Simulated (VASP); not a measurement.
# Settings for Ir: self-consistent run

Ir, I4/mmm (no. 139), 1 atom in the cell. PBEsol; PAW potentials Ir (PBE set). VASP 6.6.1.

Wanted: energy within 2 meV/atom.

What the run is for: energy; Accuracy asked: standard.

POSCAR:
```
Ir
1.0
    0.0000000000      1.9156000000      1.9347560000
    1.9156000000      0.0000000000      1.9347560000
    1.9156000000      1.9156000000      0.0000000000
Ir
1
Direct
    0.0000000000      0.0000000000      0.0000000000
```

The series start from Plane-wave cutoff (eV): 270; Smearing width (eV): 0.07; k-point mesh: 16 × 16 × 16; Precision mode (PREC): Accurate; Electronic threshold (eV): 1e-6; Bands in all (NBANDS): 14; Aspherical gradient terms in the spheres (LASPH): yes; Electronic algorithm: ALGO=Normal; Delay and inner steps: defaults; Density mixing: defaults. Each series keeps the choices made before it, and each single choice may use up half of a tolerance.

## Plane-wave cutoff (eV)

| Plane-wave cutoff (eV) | Energy less reference (meV/atom) | SCF iterations | Time (s) |
|---|---|---|---|
| 170 | 139.3 | 10 | 4.6 |
| 210 | -2.7 | 12 | 6.7 |
| 240 | -11.0 | 12 | 6.7 |
| 270 | -7.9 | 12 | 8.8 |
| 320 | -0.7 | 12 | 8.4 |
| 370 | 0.0 | 12 | 18 |
| 440 | 0.0 | 12 | 23 |
| 550 | 0.0 | 12 | 23 |
| 600 (reference) | 0.0 | 12 | 24 |

Chosen: 320, the loosest value from which every tighter one stays within half of the tolerance.

## Smearing width (eV)

| Smearing width (eV) | Energy less reference (meV/atom) | SCF iterations | Time (s) |
|---|---|---|---|
| 0.3 | -2.6 | 12 | 8.2 |
| 0.2 | -0.7 | 12 | 8.2 |
| 0.15 | -0.3 | 12 | 8.3 |
| 0.1 | -0.1 | 12 | 8.4 |
| 0.07 | -0.1 | 12 | 8.4 |
| 0.04 (reference) | 0.0 | 11 | 7.8 |

Chosen: 0.2.

## k-point mesh

| k-point mesh | Energy less reference (meV/atom) | SCF iterations | Time (s) |
|---|---|---|---|
| 5 × 5 × 5 | 253.4 | 10 | 1.3 |
| 7 × 7 × 7 | -72.1 | 11 | 1.7 |
| 9 × 9 × 9 | -19.6 | 12 | 2.6 |
| 11 × 11 × 11 | 29.4 | 11 | 3.4 |
| 13 × 13 × 13 | 11.0 | 12 | 5.2 |
| 16 × 16 × 16 | 12.1 | 12 | 8.2 |
| 19 × 19 × 19 | 9.4 | 11 | 11 |
| 23 × 23 × 23 (reference) | 0.0 | 12 | 20 |

Chosen: 23 × 23 × 23; the next looser run is off by more than half of the tolerance, so convergence isn't shown beyond this value.

## Precision mode (PREC)

| Precision mode (PREC) | Energy less reference (meV/atom) | SCF iterations | Time (s) |
|---|---|---|---|
| Low | 0.4 | 12 | 14 |
| SingleN | 0.4 | 12 | 14 |
| Normal | 0.0 | 12 | 14 |
| Accurate (reference) | 0.0 | 12 | 20 |

Chosen: Low.

## Electronic threshold (eV)

| Electronic threshold (eV) | Energy less reference (meV/atom) | SCF iterations | Time (s) |
|---|---|---|---|
| 0.001 | 0.0 | 10 | 11 |
| 0.0001 | 0.0 | 10 | 11 |
| 1e-5 | 0.0 | 11 | 13 |
| 1e-6 | 0.0 | 12 | 14 |
| 1e-7 | 0.0 | 14 | 15 |
| 1e-8 (reference) | 0.0 | 14 | 16 |

Chosen: 0.001.

## Bands in all (NBANDS)

| Bands in all (NBANDS) | Energy less reference (meV/atom) | SCF iterations | Time (s) |
|---|---|---|---|
| 6 | 0.0 | 10 | 4.1 |
| 7 | 0.0 | 10 | 5.1 |
| 9 | 0.0 | 10 | 7.0 |
| 11 | 0.0 | 10 | 8.1 |
| 14 | 0.0 | 10 | 11 |
| 23 (reference) | 0.0 | 10 | 18 |

Chosen: 6.

## Aspherical gradient terms in the spheres (LASPH)

| Aspherical gradient terms in the spheres (LASPH) | Energy less reference (meV/atom) | SCF iterations | Time (s) |
|---|---|---|---|
| no | 1.1 | 10 | 3.8 |
| yes (reference) | 0.0 | 10 | 4.1 |

Chosen: yes; the one before it in the list is off by more than half of the tolerance.

## Electronic algorithm

| Electronic algorithm | Energy less reference (meV/atom) | SCF iterations | Time (s) |
|---|---|---|---|
| ALGO=Normal | 0.0 | 10 | 4.1 |
| ALGO=Fast | 0.0 | 11 | 4.7 |
| ALGO=VeryFast | 0.0 | 17 | 6.0 |
| ALGO=All ISEARCH=1 | 0.0 | 10 | 4.9 |
| ALGO=All ISEARCH=0 | 0.0 | 10 | 4.9 |
| ALGO=Damped TIME=0.4 | 0.7 | 13 | 5.8 |
| ALGO=Damped TIME=0.1 | 2.7 | 16 | 6.5 |

Chosen: ALGO=Normal; no other choice that stays within half of the tolerance saves 30 % of the time.

## Delay and inner steps

| Delay and inner steps | Energy less reference (meV/atom) | SCF iterations | Time (s) |
|---|---|---|---|
| defaults | 0.0 | 10 | 4.1 |
| NELMDL=-2 | 0.0 | 6 | 3.1 |
| NELMDL=-8 | 0.0 | 13 | 4.6 |
| NELMDL=-12 | 0.0 | 17 | 5.3 |
| NRMM=2 | 0.0 | 10 | 3.8 |
| NRMM=6 | 0.0 | 10 | 4.1 |
| WEIMIN=0.001 | 0.0 | 10 | 4.1 |

Chosen: NELMDL=-2; it saves 1.0 s of 4.1, so defaults would do nearly as well.

## Density mixing

| Density mixing | Energy less reference (meV/atom) | SCF iterations | Time (s) |
|---|---|---|---|
| defaults | 0.0 | 6 | 3.1 |
| MAXMIX=-10 | 0.0 | 6 | 3.1 |
| AMIN=0.01 | 0.0 | 6 | 3.1 |
| AMIX=0.4 AMIN=0.6 IMIX=2 | -1.5 | 12 | 5.0 |
| MIXPRE=2 | 0.0 | 7 | 3.3 |
| AMIX=0.8 | 0.0 | 6 | 3.0 |
| AMIX=0.4 IMIX=1 | -0.3 | 8 | 3.6 |

Chosen: defaults.

## All choices together

| Input | Energy less reference (meV/atom) | Time (s) |
|---|---|---|
| the program's defaults (naive) | 62.3 | 0.7 |
| chosen settings | -0.1 | 3.1 |
| reference settings throughout | 0.0 | 106 |

The chosen settings stay within the tolerance of the reference run, but the reference itself isn't shown to be converged in: k-point mesh.

## The input

INCAR:
```
GGA      = PS             # functional
ISMEAR   = 0              # smearing method
SIGMA    = 0.2            # smearing width, eV
LWAVE    = F              # write WAVECAR
LCHARG   = F              # write CHGCAR
ISIF     = 2              # what is computed and relaxed
PREC     = Low            # precision mode
LASPH    = T              # aspherical terms in the spheres
LREAL    = F              # projectors in reciprocal space
ALGO     = Normal         # electronic algorithm
EDIFF    = 0.001          # SCF threshold, eV
NELM     = 120            # most SCF steps
GGA_COMPAT= F            
ENCUT    = 320            # plane-wave cutoff, eV
NBANDS   = 6              # bands
NELMDL   = -2            
```

KPOINTS:
```
Automatic mesh
0
Gamma
  23 23 23
  0 0 0
```

Commands:
```
cat potpaw_PBE.64/Ir/POTCAR > POTCAR
mpirun -np 1 vasp_std > vasp.out
```

The chosen input took VASP 6.6.1 3.1 s on 1 core (Intel Xeon 6975P-C (Granite Rapids)), a shared host.

## An input that fails: cutoff far too low

VASP's message: EDDAV: Call to ZHEGV failed. Returncode = 1 2 12.

Changes against the starting input:
```
- NELM = 120
- ENCUT = 270
+ NELM = 97
+ ENCUT = 90
```
